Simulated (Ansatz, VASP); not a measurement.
# One calculation of ScHO2, two programs

```xyz
4
Lattice="1.6166 0.9333 4.5309 -1.6166 0.9333 4.5309 0.0000 -1.8667 4.5309" Properties=species:S:1:pos:R:3 pbc="T T T"
Sc    0.0000    0.0000    0.0000
H     0.0000    0.0000    6.7964
O     0.0000    0.0000    8.0157
O     0.0000    0.0000    5.5771
```

The cell comes from a database or a generator and needn't be the stable form of this composition.

Alike in both runs: task single point; functional PBEsol; k mesh 9 × 9 × 9; occupations gaussian, width 0.05 eV; no spin polarisation.

|  | VASP | Ansatz |
| --- | --- | --- |
| version | VASP 6.6.1 | Ansatz 0.2.0 |
| potentials or method | VASP PAW PBE potentials, release 64 (Sc_sv, H, O) | scalar-relativistic, plane waves, PAW |
| plane-wave cutoff (eV) | 520 | 420 |
| valence electrons in the cell | 24 | 24 |

VASP gave:

| Quantity | Value |
| --- | --- |
| gap on the k mesh at the Fermi level (eV) | 3.94 |
| least direct gap on the mesh (eV) | 4.36 |
| pressure (GPa) | -4.7 |
| largest component of the traceless stress (GPa) | 0.07 |
| rms of the force components (eV/Å) | 0.077 |

What did Ansatz give for the same quantities?

gap on the k mesh at the Fermi level (eV): 3.96; least direct gap on the mesh (eV): 4.38; pressure (GPa): -5.4; largest component of the traceless stress (GPa): 0.02; rms of the force components (eV/Å): 0.097.

Atom by atom the forces differ by 0.020 eV/Å (rms over components).

Caveats: the PAW data sets were made with another functional, which shifts forces and pressure a little (VASP); an odd mesh through Γ misses points on the zone boundary, where band edges often lie.
